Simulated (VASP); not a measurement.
# ZnO (zincite) (P6_3mc) in VASP: a series of runs

Aim: see how the results for ZnO (zincite) move with the level of theory and the settings. Levels: PBE, HSE06. Tasks: dielectric tensor, band structure.

Program: VASP 6.6.1. These are calculated values, not measurements. Logs are shortened: lines on timing, memory, paths and dates and some standing lists are left out, and cuts for length are marked.

**Measured values to compare with.**

From “Electronic structure of alkaline earth and post-transition metal oxides”, 2009, arxiv:0908.1581, for a bulk crystal of ZnO: band gap 3.37 eV.

How close the calculation comes is told below.

**1. Starting point**

The structure is hexagonal, space group P6_3mc (No. 186). Conventional cell: a = 3.249 Å, b = 3.249 Å, c = 5.206 Å, α = 90.00°, β = 90.00°, γ = 120.00°. Around Zn (site symmetry 3m) lie 4 O at 1.97 to 1.98 Å. Around O (site symmetry 3m) lie 4 Zn at 1.97 to 1.98 Å.

**2. Dielectric tensor, PBE**

Contents of INCAR:

```
PREC     = Accurate       # precision mode
ENCUT    = 650            # plane-wave cutoff, eV
EDIFF    = 1E-8           # SCF threshold, eV
ISMEAR   = 0              # smearing method
SIGMA    = 0.01           # smearing width, eV
LREAL    = False          # projectors in reciprocal space
LASPH    = True           # aspherical terms in the spheres
NELM     = 100            # most SCF steps
ALGO     = Normal         # electronic algorithm
ISIF     = 2              # what is computed and relaxed
LWAVE    = False          # write WAVECAR
LCHARG   = False          # write CHGCAR
GGA      = PE             # functional
LEPSILON = True           # dielectric tensor by DFPT
```

Contents of KPOINTS:

```
Automatic mesh
0
Gamma
  7 7 4
```

Contents of POSCAR:

```
ZnO
1.0
    3.2493080000      0.0000000000      0.0000000000
   -1.6246540000      2.8139832727      0.0000000000
    0.0000000000      0.0000000000      5.2057090000
Zn O
2 2
Direct
    0.6666666667      0.3333333333      0.0000000000
    0.3333333333      0.6666666667      0.5000000000
    0.3333333333      0.6666666667      0.8790100000
    0.6666666667      0.3333333333      0.3790100000
```

Potentials or basis: VASP PAW PBE potentials, release 64 (Zn, O).

Run with:

```bash
$ cat potpaw_PBE.64/Zn/POTCAR potpaw_PBE.64/O/POTCAR > POTCAR
$ mpirun -np 1 vasp_std > vasp.out
```

OUTCAR:

```text
PREC = Accurate
   ENCUT = 650
   EDIFF = 1E-8
   ISMEAR = 0
   LREAL = False
   LASPH = True
   NELM = 100
   ISIF = 2
   GGA = PE
   LEPSILON = True

 Found     24 irreducible k-points:

 Following reciprocal coordinates:
            Coordinates               Weight
  0.000000  0.000000  0.000000      1.000000
  0.142857  0.000000  0.000000      6.000000
  0.285714  0.000000  0.000000      6.000000
  0.428571 -0.000000  0.000000      6.000000
  0.142857  0.142857  0.000000      6.000000
  0.285714  0.142857  0.000000     12.000000
   k-points           NKPTS =     24   k-points in BZ     NKDIM =     24   number of bands    NBANDS=     22
   number of dos      NEDOS =    301   number of ions     NIONS =      4
   total plane-waves  NPLWV =  37632
   dimension x,y,z NGX =    28 NGY =   28 NGZ =   48
   dimension x,y,z NGXF=    56 NGYF=   56 NGZF=   96
   ions per type =               2   2
   NGX,Y,Z   is equivalent  to a cutoff of  14.33, 14.33, 15.33 a.u.
   NGXF,Y,Z  is equivalent  to a cutoff of  28.65, 28.65, 30.66 a.u.
 SYSTEM =  unknown system
   PREC   = accura    normal or accurate (medium, high low for compatibility)
   ISTART =      0    job   : 0-new  1-cont  2-samecut
   ICHARG =      2    charge: 1-file 2-atom 10-const
   ISPIN  =      1    spin polarized calculation?
   LNONCOLLINEAR =      F non collinear calculations
   LSORBIT =      F    spin-orbit coupling
   LASPH  =      T    aspherical Exc in radial PAW
   ENCUT  =  650.0 eV  47.77 Ry    6.91 a.u.   6.75  6.75 10.82*2*pi/ulx,y,z
   NELM   =    100;   NELMIN=  2; NELMDL= -5     # of ELM steps
   EDIFF  = 0.1E-07   stopping-criterion for ELM
   LREAL  =      F    real-space projection
   EDIFFG = 0.1E-06   stopping-criterion for IOM
   NSW    =      0    number of steps for IOM
   IBRION =     -1    ionic relax: 0-MD 1-quasi-New 2-CG
   NFREE  =      0    steps in history (QN), initial steepest desc. (CG)
   ISIF   =      2    stress and relaxation
   ISYM   =      2    0-nonsym 1-usesym 2-fastsym
   POTIM  = 0.5000    time-step for ionic-motion
   TEBEG  =    0.0;   TEEND  =   0.0 temperature during run
   PSTRESS=    0.0 pullay stress
   NELECT =      36.0000    total number of electrons
   NUPDOWN=      -1.0000    fix difference up-down
   EMIN   =  10.00;   EMAX   =-10.00  energy-range for DOS
   EFERMI =   0.00;   METHOD = LEGACY
   ISMEAR =     0;   SIGMA  =   0.01  broadening in eV -4-tet -1-fermi 0-gaus
   EFERMI_NEDOS =   21; number of points for ismear=-14 and -15
   IALGO  =     38    algorithm
   IMIX   =      4    mixing-type and parameters
     AMIX     =   0.40;   BMIX     =  1.00
     AMIX_MAG =   1.60;   BMIX_MAG =  1.00
  volume/ion in A,a.u.               =      11.90        80.30
  Fermi-wavevector in a.u.,A,eV,Ry     =   1.491574  2.818667 30.270160  2.224794
  Thomas-Fermi vector in A             =   2.604212
   LORBIT       =      0    0 simple, 1 ext, 2 COOP (PROOUT), +10 PAW based schemes
   GGA     = PE    functional components
   LHFCALC =     F    Hartree Fock is set to
   AEXX    =    0.0000 exact exchange contribution
   IVDW    =     0    specifies the selected vdW correction
   LEPSILON=     T    determine dielectric tensor
   LRPA    =     F    only Hartree local field effects (RPA)
 non-spin polarized calculation
 Gauss-broadening in eV      SIGMA  =   0.01
  energy-cutoff  :      650.00
  volume of cell :       47.60
 maximum number of plane-waves:      1822
 NGX is ok and might be reduce to    28
   NGX = 13   NGY = 13   NGZ = 21

--------------------------------------- Ionic step        1  -------------------------------------------

 number of electron      36.0000000 magnetization

 E-fermi :   1.2471     XC(G=0): -10.9106

 val. band max:        1.1990576483   @ k =   0.0000   0.0000   0.0000
 cond. band min:       1.9902123962   @ k =   0.0000   0.0000   0.0000
 fundamental gap:      0.7911547479
 Fermi energy:         1.2470827422

 k-point     1 :       0.0000    0.0000    0.0000
  band No.  band energies     occupation
      1     -16.8881      2.00000
      2     -16.1568      2.00000
      3      -4.4885      2.00000
      4      -4.4885      2.00000
      5      -4.4490      2.00000
      6      -4.4272      2.00000
[... 14 lines left out ...]
     21       9.4637      0.00000
     22      14.0505      0.00000

 k-point     2 :       0.1429    0.0000    0.0000
  band No.  band energies     occupation
      1     -16.7792      2.00000
      2     -16.1105      2.00000
      3      -4.6080      2.00000
      4      -4.4273      2.00000
      5      -4.3918      2.00000
      6      -4.3262      2.00000
[... 14 lines left out ...]
     21       9.4486      0.00000
     22      12.3738      0.00000

 k-point     3 :       0.2857    0.0000    0.0000
  band No.  band energies     occupation
      1     -16.5123      2.00000
      2     -16.0182      2.00000
      3      -4.7775      2.00000
      4      -4.4176      2.00000
      5      -4.3095      2.00000
      6      -4.1675      2.00000
[... 14 lines left out ...]
     21       9.3165      0.00000
     22      10.4087      0.00000

 k-point     4 :       0.4286   -0.0000    0.0000
  band No.  band energies     occupation
      1     -16.2529      2.00000
      2     -15.9782      2.00000
      3      -4.7586      2.00000
      4      -4.4934      2.00000
      5      -4.2446      2.00000
      6      -3.9295      2.00000
[... 14 lines left out ...]
     21       8.8429      0.00000
     22       9.7059      0.00000

 k-point     5 :       0.1429    0.1429    0.0000
  band No.  band energies     occupation
      1     -16.5907      2.00000
      2     -16.0413      2.00000
      3      -4.6830      2.00000
      4      -4.4656      2.00000
      5      -4.3060      2.00000
      6      -4.2617      2.00000
[... 14 lines left out ...]
     21       9.4585      0.00000
     22      11.0256      0.00000

 k-point     6 :       0.2857    0.1429    0.0000
  band No.  band energies     occupation
      1     -16.3211      2.00000
      2     -15.9796      2.00000
      3      -4.6793      2.00000
      4      -4.4431      2.00000
      5      -4.2561      2.00000
      6      -4.0667      2.00000
[... 14 lines left out ...]
     21       9.5124      0.00000
     22       9.8415      0.00000

 [... further k-points ...]

  FORCE on cell =-STRESS in cart. coord.  units (eV):
  Direction    XX          YY          ZZ          XY          YZ          ZX
  --------------------------------------------------------------------------------------
  -------------------------------------------------------------------------------------
  Total        1.5269872      1.5269872      2.0464996      0.0000000     -0.0000000      0.0000000
  in kB       51.3988852     51.3988852     68.8858416      0.0000000     -0.0000000      0.0000000
  external PRESSURE =      57.2278707 kB  Pullay stress =       0.0000000 kB

 VOLUME and BASIS-vectors are now :
 -----------------------------------------------------------------------------
  energy-cutoff  :      650.00
  volume of cell :       47.60
      direct lattice vectors                 reciprocal lattice vectors
     3.249308000  0.000000000  0.000000000     0.307757836  0.177684070  0.000000000
    -1.624654000  2.813983273  0.000000000     0.000000000  0.355368139  0.000000000
     0.000000000  0.000000000  5.205709000     0.000000000  0.000000000  0.192096792

 POSITION                                       TOTAL-FORCE (eV/Angst)
 -----------------------------------------------------------------------------------
      1.62465      0.93799      0.00000        -0.000000     -0.000000     -0.074164
     -0.00000      1.87599      2.60285         0.000000     -0.000000     -0.074164
     -0.00000      1.87599      4.57587        -0.000000      0.000000      0.074164
      1.62465      0.93799      1.97302         0.000000      0.000000      0.074164
 -----------------------------------------------------------------------------------
    total drift:                                0.000000      0.000000     -0.001081

  FREE ENERGIE OF THE ION-ELECTRON SYSTEM (eV)
  ---------------------------------------------------
  free  energy   TOTEN  =       -17.8283006766 eV

  energy  without entropy=      -17.8283006766  energy(sigma->0) =      -17.82830068

 HEAD OF MICROSCOPIC STATIC DIELECTRIC TENSOR (INDEPENDENT PARTICLE, excluding Hartree and local field effects)
 ------------------------------------------------------
           7.219940     0.000000    -0.000000
           0.000000     7.219940     0.000000
           0.000000     0.000000     6.829013
 ------------------------------------------------------

 Free energy of the ion-electron system (eV)
  ---------------------------------------------------
  ---------------------------------------------------
  free energy    TOTEN  =        -0.84110096 eV

  energy without entropy =       -0.84110096

------------------------ aborting loop because EDIFF is reached ----------------------------------------

--------------------------------------- Ionic step        2  -------------------------------------------

------------------------ aborting loop because EDIFF is reached ----------------------------------------

--------------------------------------- Ionic step        3  -------------------------------------------

 Free energy of the ion-electron system (eV)
  ---------------------------------------------------
  ---------------------------------------------------
  free energy    TOTEN  =        -0.79039614 eV

  energy without entropy =       -0.79039614

------------------------ aborting loop because EDIFF is reached ----------------------------------------

 PIEZOELECTRIC TENSOR FIELD DIRECTION 3  (e Angst)
 -----------------------------------------------------------------------------
     1.16854  0.00000  0.00000           (  0.04489  0.00000  0.00000)
     0.00000  1.16854  0.00000           (  0.00000  0.04489  0.00000)
     0.00000  0.00000 -2.36203           (  0.00000  0.00000 -0.11883)

 PIEZOELECTRIC TENSOR FIELD DIRECTION 3  (C/m^2)
 -----------------------------------------------------------------------------
     0.39333  0.00000  0.00000
     0.00000  0.39333  0.00000
     0.00000  0.00000 -0.79507

 MACROSCOPIC STATIC DIELECTRIC TENSOR (including local field effects in DFT)
 ------------------------------------------------------
           7.113861     0.000000     0.000000
           0.000000     7.113861     0.000000
           0.000000     0.000000     6.741069
 ------------------------------------------------------

 PIEZOELECTRIC TENSOR (including local field effects)  for field in x, y, z        (e  Angst)
          XX          YY          ZZ          XY          YZ          ZX
  --------------------------------------------------------------------------------
  x     0.00000     0.00000     0.00000     0.00000     0.00000     1.24652
  y     0.00000     0.00000     0.00000     0.00000     1.24652     0.00000
  z     1.16854     1.16854    -2.36203     0.00000     0.00000     0.00000

 PIEZOELECTRIC TENSOR (including local field effects)  for field in x, y, z        (C/m^2)
          XX          YY          ZZ          XY          YZ          ZX
  --------------------------------------------------------------------------------
  x     0.00000     0.00000     0.00000     0.00000     0.00000     0.41958
  y     0.00000     0.00000     0.00000     0.00000     0.41958     0.00000
  z     0.39333     0.39333    -0.79507     0.00000     0.00000     0.00000

 BORN EFFECTIVE CHARGES (including local field effects) (in |e|, cummulative output)
 ---------------------------------------------------------------------------------
 ion    1
    1     2.18078     0.00000     0.00000
    2     0.00000     2.18078     0.00000
    3     0.00000    -0.00000     2.21608
 ion    2
    1     2.18078     0.00000     0.00000
    2    -0.00000     2.18078     0.00000
    3     0.00000    -0.00000     2.21608
 ion    3
    1    -2.18078     0.00000     0.00000
    2     0.00000    -2.18078     0.00000
    3     0.00000     0.00000    -2.21608
 ion    4
    1    -2.18078     0.00000     0.00000
    2     0.00000    -2.18078     0.00000
    3     0.00000    -0.00000    -2.21608
```

It took 3.9 min on 1 thread of Intel Xeon Platinum 8488C (Sapphire Rapids), shared host; peak memory 0.36 GiB.

These settings aren't checked as converged: the numbers below hold their error.

What came out:

```
Band gap on the k mesh                  : 0.79 eV, direct
Electronic dielectric tensor (diagonal) : 7.11, 7.11, 6.74
Born charges (mean of the diagonal)     : Zn +2.19; O -2.19 e
```

(Part 1 of 2 ends here.)
